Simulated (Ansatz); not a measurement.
**Fe started in the widest void in diamond Si, 65 atoms, charge −1**

All numbers come from Ansatz (PAW, plane waves, no spin–orbit coupling) at the single k point (¼, ¼, ¼) without its symmetry partners. The atoms were relaxed with PBEsol in a fixed cell; other functionals are single points on those atoms unless said otherwise. The valence top and gap of the host come from its small cell on a dense mesh, with the band extrema sought between the mesh points, lined up by the mean potential, PBEsol gap 0.46 eV, r²SCAN gap 0.76 eV. The charge correction uses an assumed dielectric constant of 11.7.

Cell: a = 10.866 Å, b = 10.866 Å, c = 10.866 Å, α = 90.00°, β = 90.00°, γ = 90.00°.

Nearest atoms after relaxation, from the placed atom (for vacancies from the middle of the vacant sites): Si at 2.33 Å, Si at 2.42 Å, Si at 2.42 Å, Si at 2.43 Å, Si at 2.65 Å, Si at 2.66 Å, Si at 2.67 Å, Si at 2.69 Å.

Chemical potentials μ are those of reference phases of the elements at zero temperature by the same functional (the usual solids, diamond for C, grey Sn, and the molecules H2, N2, O2, F2, Cl2, Br2 and S8).

```tsv
functional	E(defect) − E(host) − Σ nμ + q·E_VBM (eV)	monopole (eV)	alignment (eV)	formation energy at E_F = VBM (eV)	moment (μB)	wall time, shared host
PBEsol	1.97	0.16	-0.24	1.89	1.0 (absolute 2.7)	17 s on NVIDIA H100 (relaxation)
```

(1) Estimate the formation energy and moment that r²SCAN gives on these atoms.

(2) How does the monopole term follow by hand for this cubic cell?

r²SCAN one-electron levels near the gap (the ten most localised at most), from the host's valence top, not corrected for the charge's images:

```tsv
level (eV)	spin	filling	atoms sharing it	element of the atom with most weight
-0.10	down	1.00	3.7	Fe
0.07	down	1.00	5.8	Fe
0.07	down	1.00	5.9	Fe
0.87	up	1.00	52.5	spread
0.99	down	0.00	47.2	spread
1.02	down	0.00	49.7	spread
1.04	up	0.00	63.9	spread
1.05	up	0.00	64.0	spread
```

The charge sits partly or wholly in a band of the host, at the cell's one k point and not at the band edge, so the formation energy is too high and the charge correction doesn't apply as it stands.

One k point and a cell of this size can leave errors of several tenths of an eV in such numbers.

## Answers

(1) 2.59 eV at E_F = VBM (2.68 eV before the monopole term 0.16 eV and the alignment -0.25 eV), moment 3.0 μB.

(2) q²·α·e²/(4πε₀)/(2εL) with the Madelung constant α = 2.837 and e²/4πε₀ = 14.40 eV·Å: 1 × 2.837 × 14.40 / (2 × 11.7 × 10.866) = 0.16 eV.
